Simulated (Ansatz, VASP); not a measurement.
**Sn in VASP and in Ansatz**

Contents of POSCAR:

```
Sn
1.0
   -1.8690452773      1.8690452773      1.8690452773
    1.8690452773     -1.8690452773      1.8690452773
    1.8690452773      1.8690452773     -1.8690452773
Sn
1
Direct
    0.0000000000      0.0000000000      0.0000000000
```

INCAR.step1

```
SYSTEM = Sn
PREC     = Accurate       ! precision mode
ENCUT    = 520            ! plane-wave cutoff, eV
ISMEAR   = -1             ! smearing method
SIGMA    = 0.05           ! smearing width, eV
LREAL    = .False.        ! projectors in reciprocal space
LASPH    = .True.         ! aspherical terms in the spheres
NELM     = 100            ! most SCF steps
NBANDS   = 13             ! bands
GGA      = PE             ! functional
ALGO     = Normal         ! electronic algorithm
EDIFF    = 1E-4           ! SCF threshold, eV
LWAVE    = .True.         ! write WAVECAR
LCHARG   = .False.        ! write CHGCAR
```

File INCAR.step2:

```
SYSTEM = Sn
PREC     = Accurate       ! precision mode
ENCUT    = 520            ! plane-wave cutoff, eV
EDIFF    = 1E-7           ! SCF threshold, eV
ISMEAR   = -1             ! smearing method
SIGMA    = 0.05           ! smearing width, eV
LREAL    = .False.        ! projectors in reciprocal space
LASPH    = .True.         ! aspherical terms in the spheres
NELM     = 100            ! most SCF steps
ALGO     = Normal         ! electronic algorithm
ISIF     = 2              ! what is computed and relaxed
LWAVE    = .False.        ! write WAVECAR
LCHARG   = .True.         ! write CHGCAR
METAGGA  = R2SCAN         ! meta-GGA
LMIXTAU  = .True.       
LELF     = .True.         ! ELF
LVHAR    = .True.       
NBANDS   = 13             ! bands
ISTART   = 1
```

File KPOINTS:

```
Automatic mesh
0
Gamma
  10 10 10
  0 0 0
```

The input input.yaml:

```yaml
crystal:
  lattice:
    - [-1.8690452773, 1.8690452773, 1.8690452773]
    - [1.8690452773, -1.8690452773, 1.8690452773]
    - [1.8690452773, 1.8690452773, -1.8690452773]
  atoms:
    - { symbol: Sn, position: [0.0, 0.0, 0.0] }
hamiltonian:
  xc: r2scan
  pseudopotentials: { kind: paw }
kpoints:
  mp_grid: { grid: [10, 10, 10] }
scf:
  occupations: { method: fermi_dirac, width: 0.05 }
output:
  forces: true
  stress: true
  eigenvalues: true
```

This isn't the form of Sn at room conditions, which is tetragonal (white tin).

Alike in both runs: task single point; functional r2SCAN; k mesh 10 × 10 × 10; occupations fermi-dirac, width 0.05 eV; no spin polarisation.

```csv
,VASP,Ansatz
version,VASP 6.6.1,Ansatz 0.2.0
potentials or method,"VASP PAW PBE potentials, release 64 (Sn_d)",Ansatz PAW
plane-wave cutoff (eV),520,500
valence electrons in the cell,14,14
```

```csv
,VASP,Ansatz,Ansatz less VASP
gap on the k mesh at the Fermi level (eV),none,none,-
pressure (GPa),1.3,1.3,-0.02
```

A gap of «none» marks a metal or a gap that the smearing closes.

Caveats: the PAW data sets were made with another functional, which shifts forces and pressure a little (VASP); the PAW data sets come from PBE, with cores solved anew for the run's functional, which leaves a small shift of forces and pressure (Ansatz).
